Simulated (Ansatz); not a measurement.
## SnO: clamped-ion strain scan

Method: DFT LDA, scalar-relativistic, plane waves, PAW in Ansatz 0.2.0. The runs took a 420 eV cutoff, a Γ-centred 8×6×6 mesh and Gaussian smearing (0.05 eV). No spin polarisation. Energies are free energies at this smearing, counted from the undisturbed cell; pressure is positive in compression.

Zero of the scan (as given, not relaxed at this level; it stands at -5.5 GPa; this form isn't the usual structure):

```
Sn O
1.0
     3.35500    0.00000    0.00000
     0.00000    5.67410    0.00000
     0.00000    0.00000    4.22197
Sn O
2 2
Direct
  0.00000 0.23191 0.51314
  0.50000 0.76809 0.01314
  0.00000 0.89125 0.73686
  0.50000 0.10875 0.23686
```

The cell holds layers and no dispersion correction was added, so their binding is poorly described.

The cell is strained by ε times the Voigt pattern (1, 0, 0, 0, 0, 0) (xx, yy, zz, yz, xz, xy; engineering shear) with fractional coordinates fixed.

| ε | ΔE (meV/atom) | stress summed along the pattern (GPa, tension positive) | pressure (GPa) | gap on the mesh (eV) |
| --- | --- | --- | --- | --- |
| -0.1000 | 35.2 | -15.08 | 6.0 | 1.50 |
| -0.0750 | -0.3 | -7.87 | 2.2 | 1.46 |
| -0.0500 | -15.5 | -2.04 | -0.9 | 1.45 |
| -0.0250 | -14.3 | 2.64 | -3.4 | 1.42 |
| 0.0000 | 0.0 | 6.39 | -5.5 | 1.38 |
| 0.0250 | 24.9 | 9.37 | -7.2 | 1.35 |
| 0.0500 | 58.1 | 11.73 | -8.6 | 1.33 |
| 0.0750 | 97.9 | 13.59 | -9.7 | 1.34 |
| 0.0875 | 119.8 | 14.36 | -10.2 | 1.35 |
| 0.1000 | 142.9 | 15.03 | -10.7 | 1.36 |